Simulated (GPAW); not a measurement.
# PtS2 (P-3m1) in GPAW: settings compared

The runs below take PtS2 through relaxation of cell and atoms, single point, with PBEsol, PBE.

Everything below comes from runs of GPAW 26.7.0. Logs are shortened: lines on timing, memory, paths and dates and some standing lists are left out, and cuts for length are marked. The log counts tension as positive stress, the text compression.

## Step 1: Starting point

It takes space group P-3m1 (No. 164, trigonal). The conventional cell has a = 3.543 Å, b = 3.543 Å, c = 5.039 Å, α = 90.00°, β = 90.00°, γ = 120.00°. Around Pt (site symmetry -3m) lie 6 S at 2.34 Å. S (site symmetry 3m) has 3 Pt at 2.34 Å as nearest neighbours.

## Step 2: Relaxation of cell and atoms, PBEsol

File run.py:

```python
from ase import Atoms
from ase.filters import FrechetCellFilter
from ase.io import write
from ase.optimize import LBFGS
from gpaw import GPAW, PW, setup_paths

setup_paths.insert(0, '.')

atoms = Atoms(['Pt', 'S', 'S'],
              cell=[[3.5432, 0.0, 0.0],
                    [-1.7716, 3.0685012107, 0.0],
                    [0.0, 0.0, 5.0388]],
              scaled_positions=[[0.0, 0.0, 0.0],
                                [0.6666666667, 0.3333333333, 0.773],
                                [0.3333333333, 0.6666666667, 0.227]],
              pbc=True)

calc = GPAW(mode=PW(600),
            xc='PBEsol',
            kpts={'size': (9, 9, 5), 'gamma': True},
            occupations={'name': 'fermi-dirac', 'width': 0.05},
            nbands=26,
            convergence={'density': 1e-05, 'forces': 0.0001},
            maxiter=150,
            txt='gpaw.txt')
atoms.calc = calc
opt = LBFGS(FrechetCellFilter(atoms), trajectory='relax.traj', logfile='-')
done = opt.run(fmax=0.01, steps=60)
calc.write('gs.gpw')
write('result.traj', atoms)
print('Converged:', done)
print('Cell:', atoms.cell.cellpar().round(4))
print('Volume:', round(atoms.get_volume(), 4))
print(atoms.get_scaled_positions().round(5))
```

Potentials or basis: PAW data sets generated in the run's folder for this functional, pw.

Launch:

```
> gpaw-setup -f PBEsol Pt S
> OMP_NUM_THREADS=1 python run.py
```

gpaw.txt:

```text
__  _  _
 | _ |_)|_||  |
 |__||  | ||/\| - 26.7.0

Input parameters:
  mode=PW(ecut=600.0),
  convergence={'density': 1e-05, 'forces': 0.0001},
  kpts=MonkhorstPack(size=(9, 9, 5), gamma=True),
  maxiter=150,
  nbands=26,
  occupations=Occupations(name='fermi-dirac', width=0.05),
  xc=XC(name='PBEsol')

Diagonalizing LCAO Hamiltonian
Converting LCAO to pw mode

            S

         S

       Pt

Atoms  # Å, Bohr magnetons
|   | symbol |         x |        y |        z |    initial magnetic moments |
|---|--------|-----------|----------|----------|-----------------------------|
| 0 |     Pt |  0.000000 | 0.000000 | 0.000000 | ( 0.0000,  0.0000,  0.0000) |
| 1 |      S |  1.771600 | 1.022834 | 3.894992 | ( 0.0000,  0.0000,  0.0000) |
| 2 |      S | -0.000000 | 2.045667 | 1.143808 | ( 0.0000,  0.0000,  0.0000) |

Unit cell  # Å
| periodic |         x |        y |        z |  lengths |     angles |
|----------|-----------|----------|----------|----------|------------|
|      yes |  3.543200 | 0.000000 | 0.000000 | 3.543200 |  90.000000 |
|      yes | -1.771600 | 3.068501 | 0.000000 | 3.543200 |  90.000000 |
|      yes |  0.000000 | 0.000000 | 5.038800 | 5.038800 | 120.000000 |

Number of symmetries: 12
Symmetry operations  # r_c * U_cc + t_c -> r_c
|    | kind |            matrix            |
|----|------|------------------------------|
|  0 |  σ   |  1, 1, 0,  0,-1, 0,  0, 0, 1 |
|  1 |  S6  |  1, 1, 0, -1, 0, 0,  0, 0,-1 |
|  2 |  E   |  1, 0, 0,  0, 1, 0,  0, 0, 1 |
|  3 |  C2  |  1, 0, 0, -1,-1, 0,  0, 0,-1 |
|  4 |  C2  |  0, 1, 0,  1, 0, 0,  0, 0,-1 |
|  5 |  C3  |  0, 1, 0, -1,-1, 0,  0, 0, 1 |
|  6 |  S6  |  0,-1, 0,  1, 1, 0,  0, 0,-1 |
|  7 |  σ   |  0,-1, 0, -1, 0, 0,  0, 0, 1 |
|  8 |  σ   | -1, 0, 0,  1, 1, 0,  0, 0, 1 |
|  9 |  i   | -1, 0, 0,  0,-1, 0,  0, 0,-1 |
| 10 |  C3  | -1,-1, 0,  1, 0, 0,  0, 0, 1 |
| 11 |  C2  | -1,-1, 0,  0, 1, 0,  0, 0,-1 |
[... 221 lines left out ...]
Atoms  # Å, Bohr magnetons
|   | symbol |         x |         y |        z |    initial magnetic moments |
|---|--------|-----------|-----------|----------|-----------------------------|
| 0 |     Pt |  0.000000 | -0.000000 | 0.000000 | ( 0.0000,  0.0000,  0.0000) |
| 1 |      S |  1.777979 |  1.026516 | 3.893546 | ( 0.0000,  0.0000,  0.0000) |
| 2 |      S | -0.000000 |  2.053033 | 1.161349 | ( 0.0000,  0.0000,  0.0000) |

Unit cell  # Å
| periodic |         x |        y |        z |  lengths |     angles |
|----------|-----------|----------|----------|----------|------------|
|      yes |  3.555957 | 0.000000 | 0.000000 | 3.555957 |  90.000000 |
|      yes | -1.777979 | 3.079549 | 0.000000 | 3.555957 |  90.000000 |
|      yes |  0.000000 | 0.000000 | 5.054895 | 5.054895 | 120.000000 |

Number of symmetries: 12
Symmetry operations  # r_c * U_cc + t_c -> r_c
|    | kind |            matrix            |
|----|------|------------------------------|
|  0 |  σ   |  1, 1, 0,  0,-1, 0,  0, 0, 1 |
|  1 |  S6  |  1, 1, 0, -1, 0, 0,  0, 0,-1 |
|  2 |  E   |  1, 0, 0,  0, 1, 0,  0, 0, 1 |
|  3 |  C2  |  1, 0, 0, -1,-1, 0,  0, 0,-1 |
|  4 |  C2  |  0, 1, 0,  1, 0, 0,  0, 0,-1 |
|  5 |  C3  |  0, 1, 0, -1,-1, 0,  0, 0, 1 |
|  6 |  S6  |  0,-1, 0,  1, 1, 0,  0, 0,-1 |
|  7 |  σ   |  0,-1, 0, -1, 0, 0,  0, 0, 1 |
|  8 |  σ   | -1, 0, 0,  1, 1, 0,  0, 0, 1 |
|  9 |  i   | -1, 0, 0,  0,-1, 0,  0, 0,-1 |
| 10 |  C3  | -1,-1, 0,  1, 0, 0,  0, 0, 1 |
| 11 |  C2  | -1,-1, 0,  0, 1, 0,  0, 0,-1 |
[... 938 lines left out ...]
Gap: 0.778 eV
Transition (v -> c):
  (s=0, k=0, n=13, [0.00, 0.00, 0.00]) -> (s=0, k=26, n=14, [0.33, 0.33, 0.00])
Direct/indirect transitions are different
Direct gap: 0.932 eV
Transition at: (s=0, k=12, n=13, [0.22, 0.00, -0.20])

Stress tensor  # eV/Ang^3
|         x |        y |        z |
|-----------|----------|----------|
|  0.006283 | 0.000000 | 0.000000 |
| -0.000000 | 0.006283 | 0.000000 |
|  0.000000 | 0.000000 | 0.004531 |

Forces  # eV/Ang
|       x |        y |        z |
|---------|----------|----------|
| 0.00000 |  0.00000 |  0.00000 |  # Pt   0
| 0.00000 |  0.00000 |  0.00014 |  # S    1
| 0.00000 | -0.00000 | -0.00014 |  # S    2
[... 229 lines left out ...]
Gap: 0.753 eV
Transition (v -> c):
  (s=0, k=0, n=13, [0.00, 0.00, 0.00]) -> (s=0, k=26, n=14, [0.33, 0.33, 0.00])
Direct/indirect transitions are different
Direct gap: 0.940 eV
Transition at: (s=0, k=12, n=13, [0.22, 0.00, -0.20])

Stress tensor  # eV/Ang^3
|        x |         y |         z |
|----------|-----------|-----------|
| 0.003914 |  0.000000 |  0.000000 |
| 0.000000 |  0.003914 | -0.000000 |
| 0.000000 | -0.000000 |  0.005465 |

Forces  # eV/Ang
|        x |       y |        z |
|----------|---------|----------|
|  0.00000 | 0.00000 |  0.00000 |  # Pt   0
| -0.00000 | 0.00000 |  0.03139 |  # S    1
|  0.00000 | 0.00000 | -0.03139 |  # S    2
[... 478 lines left out ...]
Gap: 0.746 eV
Transition (v -> c):
  (s=0, k=0, n=13, [0.00, 0.00, 0.00]) -> (s=0, k=26, n=14, [0.33, 0.33, 0.00])
Direct/indirect transitions are different
Direct gap: 0.947 eV
Transition at: (s=0, k=12, n=13, [0.22, 0.00, -0.20])

Stress tensor  # eV/Ang^3
|         x |         y |        z |
|-----------|-----------|----------|
| -0.001115 | -0.000000 | 0.000000 |
| -0.000000 | -0.001115 | 0.000000 |
|  0.000000 |  0.000000 | 0.003348 |

Forces  # eV/Ang
|        x |       y |        z |
|----------|---------|----------|
| -0.00000 | 0.00000 |  0.00000 |  # Pt   0
| -0.00000 | 0.00000 | -0.00665 |  # S    1
|  0.00000 | 0.00000 |  0.00665 |  # S    2
[... 484 lines left out ...]
Stress tensor  # eV/Ang^3
|         x |         y |         z |
|-----------|-----------|-----------|
| -0.003576 |  0.000000 |  0.000000 |
|  0.000000 | -0.003576 | -0.000000 |
|  0.000000 | -0.000000 |  0.001061 |

Forces  # eV/Ang
|       x |       y |        z |
|---------|---------|----------|
| 0.00000 | 0.00000 |  0.00000 |  # Pt   0
| 0.00000 | 0.00000 | -0.05556 |  # S    1
| 0.00000 | 0.00000 |  0.05556 |  # S    2

Interpolating wave functions to new cell

            S

         S

       Pt
[... 730 lines left out ...]
Stress tensor  # eV/Ang^3
|         x |         y |         z |
|-----------|-----------|-----------|
| -0.009467 |  0.000000 |  0.000000 |
|  0.000000 | -0.009467 | -0.000000 |
|  0.000000 | -0.000000 | -0.006973 |

Forces  # eV/Ang
|       x |       y |        z |
|---------|---------|----------|
| 0.00000 | 0.00000 |  0.00000 |  # Pt   0
| 0.00000 | 0.00000 | -0.18045 |  # S    1
| 0.00000 | 0.00000 |  0.18045 |  # S    2

Interpolating wave functions to new cell

            S

         S

       Pt
[... 734 lines left out ...]
Forces  # eV/Ang
|        x |       y |        z |
|----------|---------|----------|
|  0.00000 | 0.00000 |  0.00000 |  # Pt   0
| -0.00000 | 0.00000 | -0.00083 |  # S    1
|  0.00000 | 0.00000 |  0.00083 |  # S    2

# Writing to gs.gpw (mode='')
```

stdout:

```text
Step          Energy          fmax
LBFGS:    0      -17.174431        0.969023
LBFGS:    1      -17.214297        0.624080
LBFGS:    2      -17.239030        0.123898
LBFGS:    3      -17.239759        0.107413
LBFGS:    4      -17.241295        0.117347
LBFGS:    5      -17.242303        0.101569
[... 8 lines left out ...]
LBFGS:   14      -17.249990        0.018601
LBFGS:   15      -17.250024        0.000974
Converged: True
Cell: [  3.5724   3.5724   4.7322  90.      90.     120.    ]
Volume: 52.3019
[[0.      0.      0.     ]
 [0.66667 0.33333 0.74681]
 [0.33333 0.66667 0.25319]]
```

Run time: 13 min. Hardware: 1 thread of Arm Neoverse V1, shared host; peak memory 0.4 GiB.

What came out:

* Free energy: -17.2500 eV
* Relaxed volume: 17.43 Å³/atom
* Relaxed cell: a = 3.572 Å, b = 3.572 Å, c = 4.732 Å, α = 90.00°, β = 90.00°, γ = 120.00°
* Space group after relaxing (to 0.05 Å): P-3m1 (No. 164)
* Energy gained by relaxing: 25.1 meV/atom
* Ionic steps: 16
* Pressure after relaxing: 0.0 GPa
* Band gap on the k mesh: 0.20 eV, indirect (least direct gap 0.84 eV)

Step by step:
```csv
step,energy change (eV),largest force (eV/Å),pressure (GPa),volume (Å³)
1,0.0000,0.9690,6.37,54.78
2,-0.0399,0.6221,3.49,55.35
3,-0.0646,0.1229,-0.45,56.17
4,-0.0653,0.0794,-0.69,56.17
5,-0.0669,0.0001,-0.91,56.03
6,-0.0679,0.0314,-0.71,55.76
7,-0.0683,0.0152,-0.28,55.50
8,-0.0684,0.0067,-0.06,55.41
9,-0.0685,0.0246,0.09,55.34
10,-0.0687,0.0556,0.33,55.18
11,-0.0693,0.0998,0.67,54.79
12,-0.0707,0.1560,1.13,53.94
13,-0.0722,0.1804,1.38,52.80
14,-0.0738,0.1291,0.97,52.26
15,-0.0751,0.0198,0.07,52.31
16,-0.0752,0.0008,0.00,52.30
```

Final structure:
```
CELL_PARAMETERS angstrom
3.57241 0.00000 0.00000
-1.78621 3.09380 0.00000
0.00000 0.00000 4.73220
ATOMIC_POSITIONS crystal
Pt 0.00000 0.00000 0.00000
S 0.66667 0.33333 0.74681
S 0.33333 0.66667 0.25319
```

Levels at points of the mesh, in eV from the valence-band top:
```csv
k point,band 11,band 12,band 13,band 14,band 15,band 16,band 17,band 18
"(0.00, 0.00, 0.00)",-2.44,-1.54,-1.54,0.00,1.33,1.33,3.61,4.97
```

Caveat: later steps reuse the first step's grids; spin-orbit coupling is left out, which moves the levels of the heavy elements; an odd mesh through Γ misses points on the zone boundary, where band edges often lie.

## Step 3: Single point, PBE

File run.py:

```python
from ase.dft.bandgap import bandgap
from ase.io import read, write
from ase.units import GPa
from gpaw import GPAW, PW

atoms = read('PtS2.xyz')

calc = GPAW(mode=PW(600),
            xc='PBE',
            kpts={'size': (9, 9, 5), 'gamma': True},
            occupations={'name': 'methfessel-paxton', 'order': 0, 'width': 0.018000000000000002},
            nbands=26,
            convergence={'density': 1e-05, 'energy': 1e-05},
            maxiter=150,
            txt='gpaw.txt')
atoms.calc = calc
energy = atoms.get_potential_energy()
forces = atoms.get_forces()
stress = atoms.get_stress()
calc.write('gs.gpw')
write('result.traj', atoms)
print(f'Energy: {energy:.6f} eV')
print('Forces (eV/A):')
print(forces.round(4))
print('Stress (GPa):', (stress / GPa).round(3))
print('Fermi level:', round(calc.get_fermi_level(), 4), 'eV')
print(f'Gap: {bandgap(calc)[0]:.4f} eV, direct: {bandgap(calc, direct=True)[0]:.4f} eV')
```

File PtS2.xyz:

```xyz
3
Lattice="3.5432000000 0.0000000000 0.0000000000 -1.7716000000 3.0685012107 0.0000000000 0.0000000000 0.0000000000 5.0388000000" Properties=species:S:1:pos:R:3 pbc="T T T"
Pt     0.0000000000      0.0000000000      0.0000000000
S      1.7716000002      1.0228337368      3.8949924000
S     -0.0000000002      2.0456674739      1.1438076000
```

Potentials or basis: GPAW PAW data sets (gpaw-data 1.2.1), pw.

Launch:

```
> OMP_NUM_THREADS=1 python run.py
```

Run time: 52 s. Hardware: 1 thread of Arm Neoverse V1, shared host; peak memory 0.2 GiB.

The run converged. Its results:

* Free energy: -15.4975 eV
* Pressure: 11.7 GPa
* Largest force: 1.292 eV/Å
* Band gap on the k mesh: 0.99 eV, indirect (least direct gap 1.04 eV)

Forces in eV/Å, atoms in the order of the input:
```
Pt   0.000  0.000  0.000
S    0.000  0.000 -1.292
S    0.000  0.000  1.292
```

Stress tensor (GPa, compression positive):
```
12.33  0.00  0.00
 0.00 12.33  0.00
 0.00  0.00 10.57
```

Levels at points of the mesh, in eV from the valence-band top:
| k point | band 10 | band 11 | band 12 | band 13 | band 14 | band 15 | band 16 | band 17 | band 18 | band 19 |
| --- | --- | --- | --- | --- | --- | --- | --- | --- | --- | --- |
| (0.00, 0.00, 0.00) | -4.00 | -1.80 | -1.13 | -1.13 | -0.12 | 2.43 | 2.43 | 4.77 | 5.77 | 7.86 |

Caveat: spin-orbit coupling is left out, which moves the levels of the heavy elements; an odd mesh through Γ misses points on the zone boundary, where band edges often lie; forces of over 1 eV/Å show positions far from the minimum, so gaps and moduli don't describe the material at rest. As with any semilocal functional, this PBE gap is likely too small.

## Step 4: Single point, PBE

run.py, as its differences from that of step 3:

```diff
@@ -10,3 +10,3 @@
             kpts={'size': (9, 9, 5), 'gamma': True},
-            occupations={'name': 'methfessel-paxton', 'order': 0, 'width': 0.018000000000000002},
+            occupations={'name': 'methfessel-paxton', 'order': 0, 'width': 0.02},
             nbands=26,
```

PtS2.xyz is that of step 3.

Launch:

```
> OMP_NUM_THREADS=1 python run.py
```

It took 52 s on 1 thread of Arm Neoverse V1, shared host; peak memory 0.2 GiB.

It converged, with:

* Free energy: -15.4975 eV
* Pressure: 11.7 GPa
* Largest force: 1.292 eV/Å
* Band gap on the k mesh: 0.99 eV, indirect (least direct gap 1.04 eV)

Forces in eV/Å, atoms in the order of the input:
```
Pt   0.000  0.000  0.000
S    0.000  0.000 -1.292
S    0.000  0.000  1.292
```

Stress tensor (GPa, compression positive):
```
12.33  0.00  0.00
 0.00 12.33  0.00
 0.00  0.00 10.57
```

Levels at points of the mesh, in eV from the valence-band top:
```tsv
k point	band 10	band 11	band 12	band 13	band 14	band 15	band 16	band 17	band 18	band 19
(0.00, 0.00, 0.00)	-4.00	-1.80	-1.13	-1.13	-0.12	2.43	2.43	4.77	5.77	7.86
```

Caveat: spin-orbit coupling is left out, which moves the levels of the heavy elements; an odd mesh through Γ misses points on the zone boundary, where band edges often lie; forces of over 1 eV/Å show positions far from the minimum, so gaps and moduli don't describe the material at rest. As with any semilocal functional, this PBE gap is likely too small.

(Part 1 of 2 ends here.)
